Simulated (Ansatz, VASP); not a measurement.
# Two plane-wave programs on CoO

The input INCAR:

```
SYSTEM = CoO
  ALGO = Normal
  EDIFF = 1E-6
  ENCUT = 520
  GGA = PE
  ISIF = 2
  ISMEAR = 0
  ISPIN = 2
  LASPH = .True.
  LCHARG = .True.
  LELF = .True.
  LMAXMIX = 4
  LORBIT = 11
  LREAL = .False.
  LWAVE = .False.
  MAGMOM = 2 0
  NELM = 150
  PREC = Accurate
  SIGMA = 0.02
```

Contents of KPOINTS:

```
k-points
0
Gamma
  11 11 11
  0 0 0
```

POSCAR

```
CoO
1.0
    0.0000000000      2.1315000000      2.1315000000
    2.1315000000      0.0000000000      2.1315000000
    2.1315000000      2.1315000000      0.0000000000
Co O
1 1
Direct
    0.0000000000      0.0000000000      0.0000000000
    0.5000000000      0.5000000000      0.5000000000
```

Contents of input.yaml:

```yaml
crystal:
  lattice:
    - [0.0, 2.1315, 2.1315]
    - [2.1315, 0.0, 2.1315]
    - [2.1315, 2.1315, 0.0]
  atoms:
    - { symbol: Co, position: [0.0, 0.0, 0.0], spin: 2.0 }
    - { symbol: O, position: [0.5, 0.5, 0.5] }
hamiltonian:
  xc: pbe
  pseudopotentials: { kind: paw }
magnetization:
  spin_polarized: true
kpoints:
  mp_grid: { grid: [11, 11, 11] }
scf:
  occupations: { method: gaussian, width: 0.02 }
output:
  forces: true
  stress: true
  eigenvalues: true
  write_density: true
  write_potential: true
  elf: true
  volumetric_format: npy
```

Alike in both runs: functional PBE; k mesh 11 × 11 × 11; occupations gaussian, width 0.02 eV; collinear spin, ferromagnetic start.

```csv
,VASP,Ansatz
version,VASP 6.6.1,Ansatz 0.2.0
potentials or method,"VASP PAW PBE potentials, release 64 (Co, O)",Ansatz PAW
plane-wave cutoff (eV),520,420
valence electrons in the cell,15,23
task,electron localisation function,single point
```

Ansatz gave:

| Property | Result |
| --- | --- |
| gap on the k mesh at the Fermi level (eV) | none |
| pressure (GPa) | -1.6 |
| net moment per atom (μB) | 1.49 |
| size of the moment on the site where the two differ most (μB) | 2.53 |

Question: Which values does VASP return?

Answer: gap on the k mesh at the Fermi level (eV): none; pressure (GPa): -2.7; net moment per atom (μB): 1.46; size of the moment on the site where the two differ most (μB): 2.57.

Site moments also hang on the region over which each program counts them. A gap of «none» marks a metal or a gap that the smearing closes. The two sets of potentials don't hold the same shells in valence.

Caveats: a cell with one magnetic atom can't hold antiferromagnetic order, which such compounds often take; semilocal functionals often make such compounds metallic where correlation or magnetic order opens a gap, which also shifts bond lengths; the pressure holds a Pulay correction of +0.7 GPa for the finite cutoff (Ansatz). With open d or f shells a metallic result of PBE can be an artefact of self-interaction; +U or a hybrid may open a gap.
